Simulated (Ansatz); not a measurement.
**SnO at a changed volume: 119Sn Mössbauer parameters**

Cell: a structure deposited in the COD, relaxed with PBE at fixed cell and then changed (volume scaled by 1.04, ions relaxed).

```cif
data_SnO
_symmetry_space_group_name_H-M 'Cmme'
_symmetry_Int_Tables_number 67
_cell_length_a 5.0658
_cell_length_b 5.7953
_cell_length_c 5.6332
_cell_angle_alpha 90.000
_cell_angle_beta 90.000
_cell_angle_gamma 90.000
loop_
_atom_site_label
_atom_site_type_symbol
_atom_site_symmetry_multiplicity
_atom_site_Wyckoff_symbol
_atom_site_fract_x
_atom_site_fract_y
_atom_site_fract_z
Sn Sn 4 g 0.0000 0.7500 0.2092
O O 4 a 0.7500 0.5000 0.0000
```

One atom of each set is listed; the run and its k-mesh use a cell of 8 atoms with edges of 3.85, 3.85, 11.27 Å.

The numbers come from a DFT calculation in Ansatz (PBE, plane waves and PAW, scalar-relativistic, 420 eV cutoff, Γ-centred 8×8×3 k-points, Fermi–Dirac smearing 0.02 eV).

Isomer shifts (against SnO₂) follow from the electron density at the nucleus, δ = α(ρ − ρ₀), with α = 0.099 mm s⁻¹ a₀³ and ρ₀ = 183191.44 a₀⁻³ from a line fitted to 8 measured compounds at this level of theory (rms miss 0.12 mm/s). ΔE_Q = ½eQV_zz(1 + η²/3)^½ with Q = -0.132 b for the 23.9 keV state.

Problem. Give the isomer shift and quadrupole splitting of each Sn site.

Solution. 

```tsv
site	atoms	first shell	ρ − ρ₀ (a₀⁻³)	δ (mm/s)	ΔE_Q (mm/s)	η
Sn	4	4 O at 2.26 Å	28.9	2.85	1.47	0.34
```

The shift of Sn is typical of Sn(II), and the large splitting points to a stereochemically active lone pair.

Without spin–orbit coupling (the program notes it for Sn) the gradients can shift somewhat, as the gap is small. The database positions were far from equilibrium, so the relaxed structure may not be the compound's real one.

The relaxation (4 steps) took 52 s of wall time (49 s of CPU time) and 0.61 GiB at its peak, on 1 thread of Intel Xeon 6975P-C (Granite Rapids) (x86_64; 16 cores open to the job, memory cap 3.0 GiB, no GPU), a shared host with a load of 0.5 a core.
